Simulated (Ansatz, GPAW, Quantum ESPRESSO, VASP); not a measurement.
HfC: programs and potentials compared

```
Hf C
1.0
     0.00000    2.32500    2.32500
     2.32500    0.00000    2.32500
     2.32500    2.32500    0.00000
Hf C
1 1
Direct
  0.50000 0.50000 0.50000
  0.00000 0.00000 0.00000
```

Alike in all runs: task band structure; functional PBEsol; k mesh 10 × 10 × 10; occupations fermi-dirac, width 0.05 eV; no spin polarisation; no spin-orbit coupling. Pressure is positive in compression and, in plane waves, holds the error of the finite cutoff.

| program and potentials | plane-wave cutoff (eV) | notes | pressure (GPa) |
| --- | --- | --- | --- |
| GPAW, PAW data sets generated for this functional | 800 | 8 valence electrons an atom on average | -5.31 |
| Quantum ESPRESSO, PseudoDojo 0.4.1 SR PBEsol standard | 1116 | 8 valence electrons an atom on average | -6.24 |
| Ansatz, all-electron LAPW, scalar-relativistic | - | - | -6.48 |
| VASP, PBE PAW files C, Hf_pv, 520 eV | 520 | potentials made for PBE; 7 valence electrons an atom on average | -6.96 |

The pressure spans -6.96 (VASP, PBE PAW files C, Hf_pv, 520 eV) to -5.31 GPa (GPAW, PAW data sets generated for this functional), with all-electron results at -6.48.

The functional is the same throughout but for its coding, so the spread measures potentials, basis and numerics; runs on potential files found faulty are left out.

All four runs put the cell under tension, so PBEsol favours a smaller volume for rocksalt HfC than the one used here, whichever potentials are chosen. The mismatch need not be large. Strong Hf 5d-C 2p covalent bonding, with the bonding states filled and the antibonding ones largely empty, makes the carbide very stiff, and a slight stretch of the lattice already costs several gigapascals.

Against the all-electron value of -6.48 GPa, PseudoDojo comes closest, while VASP gives more tension and GPAW less. The number of valence electrons does not order these deviations: GPAW and PseudoDojo treat equally many, yet GPAW lies furthest from the reference. The VASP offset may reflect the Hf 5s shell left in the core, the mismatched functional of the potentials or the lower cutoff, which the table cannot separate. An incomplete plane-wave basis normally exaggerates tension, so the GPAW deviation probably originates elsewhere, perhaps in the data sets. The sign of the pressure is thus secure, but an equilibrium lattice constant would also require the compressibility.
